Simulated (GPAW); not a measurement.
# CdSe (Cadmoselite) (P6_3mc) in GPAW: notebook, part 2 of 2

GPAW 26.7.0.

### Step 3. Single point, PBE

run.py

```python
from ase import Atoms
from ase.dft.bandgap import bandgap
from ase.io import write
from ase.units import GPa
from gpaw import GPAW, PW

atoms = Atoms(['Cd', 'Cd', 'Se', 'Se'],
              cell=[[4.3, 0.0, 0.0],
                    [-2.15, 3.7239092363, 0.0],
                    [0.0, 0.0, 7.02]],
              scaled_positions=[[0.6666666667, 0.3333333333, 0.5],
                                [0.3333333333, 0.6666666667, 0.0],
                                [0.6666666667, 0.3333333333, 0.885],
                                [0.3333333333, 0.6666666667, 0.385]],
              pbc=True)

calc = GPAW(mode=PW(600),
            xc='PBE',
            kpts={'size': (5, 5, 3), 'gamma': True},
            occupations={'name': 'fermi-dirac', 'width': 0.05},
            nbands=31,
            convergence={'density': 1e-05, 'energy': 1e-05},
            maxiter=80,
            txt='gpaw.txt')
atoms.calc = calc
energy = atoms.get_potential_energy()
forces = atoms.get_forces()
stress = atoms.get_stress()
calc.write('gs.gpw')
write('result.traj', atoms)
print(f'Energy: {energy:.6f} eV')
print('Forces (eV/A):')
print(forces.round(4))
print('Stress (GPa):', (stress / GPa).round(3))
print('Fermi level:', round(calc.get_fermi_level(), 4), 'eV')
print(f'Gap: {bandgap(calc)[0]:.4f} eV, direct: {bandgap(calc, direct=True)[0]:.4f} eV')
```

Potentials or basis: GPAW PAW data sets (gpaw-data 1.2.1), pw.

Run with:

```console
$ OMP_NUM_THREADS=1 python run.py
```

gpaw.txt:

```text
__  _  _
 | _ |_)|_||  |
 |__||  | ||/\| - 26.7.0

Input parameters:
  mode=PW(ecut=600.0),
  convergence={'density': 1e-05, 'energy': 1e-05},
  kpts=MonkhorstPack(size=(5, 5, 3), gamma=True),
  maxiter=80,
  nbands=31,
  occupations=Occupations(name='fermi-dirac', width=0.05),
  xc=XC(name='PBE')

Diagonalizing LCAO Hamiltonian
Converting LCAO to pw mode

            Se

        Se  Cd

        Cd

Atoms  # Å, Bohr magnetons
|   | symbol |         x |        y |        z |    initial magnetic moments |
|---|--------|-----------|----------|----------|-----------------------------|
| 0 |     Cd |  2.150000 | 1.241303 | 3.510000 | ( 0.0000,  0.0000,  0.0000) |
| 1 |     Cd | -0.000000 | 2.482606 | 0.000000 | ( 0.0000,  0.0000,  0.0000) |
| 2 |     Se |  2.150000 | 1.241303 | 6.212700 | ( 0.0000,  0.0000,  0.0000) |
| 3 |     Se | -0.000000 | 2.482606 | 2.702700 | ( 0.0000,  0.0000,  0.0000) |

Unit cell  # Å
| periodic |         x |        y |        z |  lengths |     angles |
|----------|-----------|----------|----------|----------|------------|
|      yes |  4.300000 | 0.000000 | 0.000000 | 4.300000 |  90.000000 |
|      yes | -2.150000 | 3.723909 | 0.000000 | 4.300000 |  90.000000 |
|      yes |  0.000000 | 0.000000 | 7.020000 | 7.020000 | 120.000000 |

Number of symmetries: 6
Symmetry operations  # r_c * U_cc + t_c -> r_c
|   | kind |            matrix            |
|---|------|------------------------------|
| 0 |  σ   |  1, 1, 0,  0,-1, 0,  0, 0, 1 |
| 1 |  E   |  1, 0, 0,  0, 1, 0,  0, 0, 1 |
| 2 |  C3  |  0, 1, 0, -1,-1, 0,  0, 0, 1 |
| 3 |  σ   |  0,-1, 0, -1, 0, 0,  0, 0, 1 |
| 4 |  σ   | -1, 0, 0,  1, 1, 0,  0, 0, 1 |
| 5 |  C3  | -1,-1, 0,  1, 0, 0,  0, 0, 1 |

BZ-sampling:
  Number of BZ points: 75
  Number of IBZ points: 12

  Monkhorst-Pack size: [5, 5, 3]
  Monkhorst-Pack shift: [0, 0, 0]

K-points  # in reciprocal-cell coordinates
|     |                                coordinates |     weight |
|-----|--------------------------------------------|------------|
|   0 | (  0.00000000,   0.00000000,   0.00000000) | 0.01333333 |
|   1 | (  0.00000000,   0.00000000,   0.33333333) | 0.02666667 |
|   2 | (  0.20000000,   0.00000000,  -0.33333333) | 0.08000000 |
|   3 | (  0.20000000,   0.00000000,   0.00000000) | 0.08000000 |
|   4 | (  0.20000000,   0.00000000,   0.33333333) | 0.08000000 |
|   5 | (  0.40000000,  -0.20000000,   0.00000000) | 0.08000000 |
|   6 | (  0.40000000,  -0.20000000,   0.33333333) | 0.16000000 |
|   7 | (  0.40000000,   0.00000000,  -0.33333333) | 0.08000000 |
|   8 | (  0.40000000,   0.00000000,   0.00000000) | 0.08000000 |
|   9 | (  0.40000000,   0.00000000,   0.33333333) | 0.08000000 |
| ... |                                            |            |
|  11 | (  0.40000000,   0.40000000,   0.33333333) | 0.16000000 |

Plane wave coefficients: 3791
Cutoff: 600.0 eV

Spin-components: 1 (collinear spins)
Bands:           31
Projectors:      22
Spin-degeneracy: 2
[... 63 lines left out ...]

    Using partial waves for Se as LCAO basis

Reference energy: -436553.300934  # eV

eigensolver:
  PPCG
  Converge bands: occupied
  niter=2

density mixing:
  MSR1-Mixer
  Pratt-step length: 0.05
  Maximum mixing coefficient: 0.75
  Old densities: 10
  SVD Regularization: 0.005
  Good broyden scale: 1.0
  Trust region scale: 1.0
  Backstep threshold: 4.0
  History deletion threshold: 6.0
  Fourier metric: weight=20.0, sigma=0.015

occupation numbers:
  Fermi-Dirac:
    width: 0.0500  # eV

poisson solver:
  ecut: 4800.0  # eV

xc functional:
  name: PBE with 2 nearest neighbor stencil

convergence criteria:
- Maximum integral of absolute [dens]ity change: 1e-05 electrons / valence electron
- Maximum [total energy] change in last 3 cyles: 1e-05 eV / valence electron
- Maximum integral of absolute [eigenst]ate change: 4e-08 eV^2 / valence electron
maximum number of iterations: 80

SCF iterations
|iter     | |      energy | eigst |  dens |
|---------|-|-------------|-------|-------|
|iter:   1| |  -12.005141 | -0.56 |       |
|iter:   2| |  -11.852366 | -2.50 | -1.17 |
|iter:   3| |  -11.301980 | -1.50 | -1.22 |
|iter:   4| |  -11.299761 | -3.29 | -1.79 |
|iter:   5| |  -11.299171 | -3.75 | -2.24 |
|iter:   6| |  -11.299243 | -5.16 | -2.93 |
|iter:   7| |  -11.299251c| -6.34 | -3.52 |
|iter:   8| |  -11.299250c| -7.07 | -4.08 |
|iter:   9| |  -11.299250c| -7.86c| -4.82 |
|iter:  10| |  -11.299250c| -8.15c| -5.27c|

Converged in 10 steps
Energy contributions relative to reference atoms: (reference = -436553.300934)

Energy contributions:
  Kinetic:          41.289808
  Coulomb:         -37.130480
  Zero:              0.100162
  External:          0.000000
  Xc:              -15.558722
  Entropy:          -0.000036
  Spinorbit:         0.000000
  ----------------------------
  Free energy:     -11.299268
  Extrapolated:    -11.299250

dipole moment: (0.000005, 0.000010, -18.329081)  # |e|*Ang

Fermi level: 4.008
Eigenvalues  # (at kpt = [0.000, 0.000, 0.000])
| band index |      eig [eV] | occ [0-2] |
|------------|---------------|-----------|
|          0 |        -8.962 |     2.000 |
|        ... |               |           |
|         10 |        -3.835 |     2.000 |
|         11 |        -3.553 |     2.000 |
|         12 |        -0.617 |     2.000 |
|         13 |         2.911 |     2.000 |
|         14 |         2.911 |     2.000 |
|         15 |         3.621 |     1.999 |
[... 8 lines left out ...]
|         24 |        10.606 |     0.000 |
|         25 |        11.335 |     0.000 |
|        ... |               |           |
|         30 |        14.640 |     0.000 |

Gap: 0.693 eV
Transition (v -> c):
  (s=0, k=0, n=17, [0.00, 0.00, 0.00]) -> (s=0, k=0, n=18, [0.00, 0.00, 0.00])
No difference between direct/indirect transitions

Forces  # eV/Ang
|        x |       y |        z |
|----------|---------|----------|
| -0.00000 | 0.00000 |  0.28459 |  # Cd   0
|  0.00000 | 0.00000 |  0.28493 |  # Cd   1
|  0.00000 | 0.00000 | -0.28481 |  # Se   2
|  0.00000 | 0.00000 | -0.28474 |  # Se   3

Stress tensor  # eV/Ang^3
|         x |         y |         z |
|-----------|-----------|-----------|
| -0.021888 |  0.000000 |  0.000000 |
|  0.000000 | -0.021888 |  0.000000 |
|  0.000000 |  0.000000 | -0.009035 |

# Writing to gs.gpw (mode='')
```

stdout:

```text
Energy: -11.299250 eV
Forces (eV/A):
[[-0.      0.      0.2846]
 [ 0.      0.      0.2849]
 [ 0.      0.     -0.2848]
 [ 0.      0.     -0.2847]]
Stress (GPa): [-3.507 -3.507 -1.448  0.     0.     0.   ]
Fermi level: 4.0078 eV
Gap: 0.6935 eV, direct: 0.6935 eV
```

Wall time 13 s (1 thread of AMD EPYC 9R14 (Zen 4), shared host); peak memory 0.2 GiB.

What came out:

```yaml
Free_energy: -11.2993 eV
Pressure: 2.8 GPa
Largest_force: 0.285 eV/Å
Band_gap_on_the_k_mesh: 0.69 eV, direct
```

Forces on the atoms (eV/Å):
```
Cd   0.000  0.000  0.285
Cd   0.000  0.000  0.285
Se   0.000  0.000 -0.285
Se   0.000  0.000 -0.285
```

Stress tensor (GPa, compression positive):
```
3.51 0.00 0.00
0.00 3.51 0.00
0.00 0.00 1.45
```

### Step 4. Single point, PBE

run.py

```python
from ase.dft.bandgap import bandgap
from ase.io import read, write
from ase.units import GPa
from gpaw import GPAW, PW

atoms = read('POSCAR')

calc = GPAW(mode=PW(400),
            xc='PBE',
            kpts={'size': (5, 5, 3), 'gamma': True},
            occupations={'name': 'fermi-dirac', 'width': 0.05},
            nbands=31,
            convergence={'density': 1e-05, 'energy': 1e-05},
            maxiter=50,
            txt='gpaw.txt')
atoms.calc = calc
energy = atoms.get_potential_energy()
forces = atoms.get_forces()
stress = atoms.get_stress()
calc.write('gs.gpw')
write('result.traj', atoms)
print(f'Energy: {energy:.6f} eV')
print('Forces (eV/A):')
print(forces.round(4))
print('Stress (GPa):', (stress / GPa).round(3))
print('Fermi level:', round(calc.get_fermi_level(), 4), 'eV')
print(f'Gap: {bandgap(calc)[0]:.4f} eV, direct: {bandgap(calc, direct=True)[0]:.4f} eV')
```

POSCAR

```
CdSe
1.0
    4.3000000000      0.0000000000      0.0000000000
   -2.1500000000      3.7239092363      0.0000000000
    0.0000000000      0.0000000000      7.0200000000
Cd Se
2 2
Direct
    0.6666666667      0.3333333333      0.5000000000
    0.3333333333      0.6666666667      0.0000000000
    0.6666666667      0.3333333333      0.8850000000
    0.3333333333      0.6666666667      0.3850000000
```

Run with:

```console
$ OMP_NUM_THREADS=1 python run.py
```

Wall time 8.3 s (1 thread of AMD EPYC 9R14 (Zen 4), shared host); peak memory 0.16 GiB.

The run converged, but some of its settings lie outside the range that counts as converged, so its numbers aren't taken as properties of the crystal.

Results:

| Item | Value |
| --- | --- |
| Free energy | -11.0744 eV |
| Pressure | 1.2 GPa |
| Largest force | 0.284 eV/Å |
| Band gap on the k mesh | 0.69 eV, direct |

Caveat: the cutoff is short for stress and forces, so pressures can be off by a GPa or more.

### Step 5. Relaxation of cell and atoms, revPBE+D3, target pressure 2 GPa, at which the enthalpy is minimised

run.py

```python
from ase.calculators.mixing import SumCalculator
from ase.filters import FrechetCellFilter
from ase.io import read, write
from ase.optimize import LBFGS
from ase.units import GPa
from dftd3.ase import DFTD3
from gpaw import GPAW, PW

atoms = read('CdSe.cif')

calc = GPAW(mode=PW(600),
            xc='revPBE',
            kpts={'size': (5, 5, 3), 'gamma': True},
            occupations={'name': 'fermi-dirac', 'width': 0.05},
            nbands=31,
            convergence={'density': 1e-05, 'energy': 1e-05},
            maxiter=150,
            txt='gpaw.txt')
atoms.calc = SumCalculator([calc, DFTD3(method='revpbe', damping='d3zero')])
opt = LBFGS(FrechetCellFilter(atoms, scalar_pressure=2 * GPa), trajectory='relax.traj', logfile='-')
done = opt.run(fmax=0.01, steps=40)
calc.write('gs.gpw')
write('result.traj', atoms)
print('Converged:', done)
print('Cell:', atoms.cell.cellpar().round(4))
print('Volume:', round(atoms.get_volume(), 4))
print(atoms.get_scaled_positions().round(5))
```

CdSe.cif

```cif
data_CdSe
_cell_length_a 4.30000000
_cell_length_b 4.30000000
_cell_length_c 7.02000000
_cell_angle_alpha 90.00000000
_cell_angle_beta 90.00000000
_cell_angle_gamma 120.00000000
_space_group_name_H-M_alt 'P1'
_space_group_name_Hall 'P 1'
_space_group_IT_number 1
loop_
_space_group_symop_operation_xyz
'x,y,z'
loop_
_atom_site_label
_atom_site_type_symbol
_atom_site_symmetry_multiplicity
_atom_site_Wyckoff_symbol
_atom_site_fract_x
_atom_site_fract_y
_atom_site_fract_z
_atom_site_occupancy
Cd1 Cd 1 a 0.6666666667 0.3333333333 0.5000000000 1
Cd2 Cd 1 a 0.3333333333 0.6666666667 0.0000000000 1
Se1 Se 1 a 0.6666666667 0.3333333333 0.8850000000 1
Se2 Se 1 a 0.3333333333 0.6666666667 0.3850000000 1
```

Potentials or basis: the program's PAW data sets (release 1.2.1) made for this functional, pw.

Run with:

```console
$ OMP_NUM_THREADS=1 python run.py
```

It took 95 s on 1 thread of Intel Xeon Platinum 8488C (Sapphire Rapids), shared host; peak memory 0.25 GiB.

It converged, with:

| Property | Result |
| --- | --- |
| Free energy | -11.9599 eV |
| Relaxed volume | 27.06 Å³/atom |
| Relaxed cell | a = 4.260 Å, b = 4.260 Å, c = 6.887 Å, α = 90.00°, β = 90.00°, γ = 120.00° |
| Space group after relaxing (to 0.05 Å) | P6_3mc (No. 186) |
| Energy change on relaxing (the enthalpy is what falls) | +1.5 meV/atom |
| Ionic steps | 7 |
| Pressure after relaxing | 2.0 GPa |
| Largest force after relaxing | 0.003 eV/Å |
| Band gap on the k mesh | 0.89 eV, direct |
| Dispersion energy per atom | -0.491 eV |

Forces on the atoms (eV/Å):
```
Cd   0.000  0.000 -0.003
Cd   0.000  0.000 -0.003
Se   0.000  0.000  0.003
Se   0.000  0.000  0.003
```

Step by step:
| step | energy change (eV) | largest force (eV/Å) | pressure (GPa) | volume (Å³) |
| --- | --- | --- | --- | --- |
| 1 | 0.0000 | 0.2554 | 0.02 | 112.41 |
| 2 | -0.0048 | 0.2239 | 0.18 | 111.99 |
| 3 | 0.0079 | 0.1539 | 1.92 | 108.44 |
| 4 | -0.0034 | 0.0375 | 1.53 | 109.12 |
| 5 | -0.0016 | 0.0384 | 1.62 | 108.95 |
| 6 | 0.0060 | 0.0134 | 2.00 | 108.26 |
| 7 | 0.0061 | 0.0033 | 2.01 | 108.25 |

Final structure:
```
CELL_PARAMETERS angstrom
4.26025 0.00000 0.00000
-2.13013 3.68949 0.00000
0.00000 0.00000 6.88679
ATOMIC_POSITIONS crystal
Cd 0.66667 0.33333 0.50335
Cd 0.33333 0.66667 0.00335
Se 0.66667 0.33333 0.88164
Se 0.33333 0.66667 0.38164
```

Levels at points of the mesh, in eV from the valence-band top:
```csv
k point,band 15,band 16,band 17,band 18,band 19,band 20,band 21,band 22
"(0.00, 0.00, 0.00)",-0.83,-0.02,0.00,0.00,0.89,2.26,5.87,5.87
```

Caveat: later steps reuse the first step's grids. A hybrid or GW would open this gap; revPBE tends to underestimate it.

### Step 6. Relaxation of cell and atoms, RPBE+D3

run.py

```python
from ase.calculators.mixing import SumCalculator
from ase.filters import FrechetCellFilter
from ase.io import read, write
from ase.optimize import BFGS
from dftd3.ase import DFTD3
from gpaw import GPAW, PW

atoms = read('CdSe.xyz')

calc = GPAW(mode=PW(600),
            xc='RPBE',
            kpts={'size': (5, 5, 3), 'gamma': True},
            occupations={'name': 'fermi-dirac', 'width': 0.05},
            nbands=31,
            convergence={'density': 1e-05, 'energy': 1e-05},
            maxiter=150,
            txt='gpaw.txt')
atoms.calc = SumCalculator([calc, DFTD3(method='rpbe', damping='d3zero')])
opt = BFGS(FrechetCellFilter(atoms), trajectory='relax.traj', logfile='-')
done = opt.run(fmax=0.02, steps=100)
calc.write('gs.gpw')
write('result.traj', atoms)
print('Converged:', done)
print('Cell:', atoms.cell.cellpar().round(4))
print('Volume:', round(atoms.get_volume(), 4))
print(atoms.get_scaled_positions().round(5))
```

CdSe.xyz

```xyz
4
Lattice="4.3000000000 0.0000000000 0.0000000000 -2.1500000000 3.7239092363 0.0000000000 0.0000000000 0.0000000000 7.0200000000" Properties=species:S:1:pos:R:3 pbc="T T T"
Cd     2.1500000002      1.2413030786      3.5100000000
Cd    -0.0000000002      2.4826061577      0.0000000000
Se     2.1500000002      1.2413030786      6.2127000000
Se    -0.0000000002      2.4826061577      2.7027000000
```

Potentials or basis: the program's PAW data sets (release 1.2.1) made for this functional, pw.

Run with:

```console
$ OMP_NUM_THREADS=1 python run.py
```

It took 86 s on 1 thread of Intel Xeon Platinum 8488C (Sapphire Rapids), shared host; peak memory 0.26 GiB.

The run converged. Its results:

```yaml
Free_energy: -11.5066 eV
Relaxed_volume: 29.05 Å³/atom
Relaxed_cell: a = 4.362 Å, b = 4.362 Å, c = 7.053 Å, α = 90.00°, β = 90.00°, γ = 120.00°
Space_group_after_relaxing_to_0.05_Å: P6_3mc (No. 186)
Energy_gained_by_relaxing: 9.1 meV/atom
Ionic_steps: 6
Pressure_after_relaxing: 0.0 GPa
Largest_force_after_relaxing: 0.006 eV/Å
Band_gap_on_the_k_mesh: 0.78 eV, direct
Dispersion_energy_per_atom: -0.361 eV
```

Forces on the atoms (eV/Å):
```
Cd   0.000  0.000 -0.005
Cd   0.000  0.000 -0.006
Se   0.000  0.000  0.006
Se   0.000  0.000  0.006
```

Stress tensor (GPa, compression positive):
```
-0.03  0.00  0.00
 0.00 -0.03  0.00
 0.00  0.00  0.04
```

The path:
```csv
step,energy change (eV),largest force (eV/Å),pressure (GPa),volume (Å³)
1,0.0000,0.2595,1.66,112.41
2,-0.0085,0.2215,1.47,112.76
3,-0.0345,0.0364,0.41,115.11
4,-0.0348,0.0378,0.35,115.28
5,-0.0361,0.0209,0.03,116.09
6,-0.0362,0.0062,-0.01,116.20
```

Final structure:
```cif
data_structure
_symmetry_space_group_name_H-M 'P 1'
_symmetry_Int_Tables_number 1
_cell_length_a 4.3617
_cell_length_b 4.3617
_cell_length_c 7.0528
_cell_angle_alpha 90.000
_cell_angle_beta 90.000
_cell_angle_gamma 120.000
_cell_volume 116.20
loop_
_atom_site_label
_atom_site_type_symbol
_atom_site_fract_x
_atom_site_fract_y
_atom_site_fract_z
_atom_site_occupancy
Cd1 Cd 0.66667 0.33333 0.50350 1
Cd2 Cd 0.33333 0.66667 0.00349 1
Se1 Se 0.66667 0.33333 0.88149 1
Se2 Se 0.33333 0.66667 0.38149 1
```

Levels at points of the mesh, in eV from the valence-band top:
```csv
k point,band 16,band 17,band 18,band 19,band 20,band 21
"(0.00, 0.00, 0.00)",-0.01,0.00,0.00,0.78,2.24,5.90
```

Caveat: later steps reuse the first step's grids.

### Step 7. Overview

```tsv
task	level	potentials or basis	cell	eigensolver	maxiter	optimizer	fmax	max steps	other keys	gap on the mesh (eV)	pressure (GPa)	relaxed volume (Å³/atom)	largest force (eV/Å)
relaxation of cell and atoms	BLYP+D3	PAW data sets generated in the run's folder for this functional, pw	relaxed	davidson	150	BFGS	0.02 eV/Å	40	-	0.55	0.0	28.68	0.01
single point	PBE	GPAW PAW data sets (gpaw-data 1.2.1), pw	as given	-	80	-	-	-	several, not listed	0.69	2.8	-	0.28
relaxation of cell and atoms	revPBE+D3	the program's PAW data sets (release 1.2.1) made for this functional, pw	relaxed to 2 GPa	-	150	LBFGS	0.01 eV/Å	40	-	0.89	2.0	-	-
relaxation of cell and atoms	RPBE+D3	the program's PAW data sets (release 1.2.1) made for this functional, pw	relaxed	-	150	BFGS	0.02 eV/Å	100	-	0.78	0.0	29.05	0.01
```

Alike in all rows: no spin polarisation; k mesh 5 × 5 × 3; cutoff (eV) 600; smearing fermi-dirac 0.05 eV.

Caveats: later steps reuse the first step's grids (some runs).

Total energies depend on the potentials used, so only differences within one code and one set of settings carry meaning.
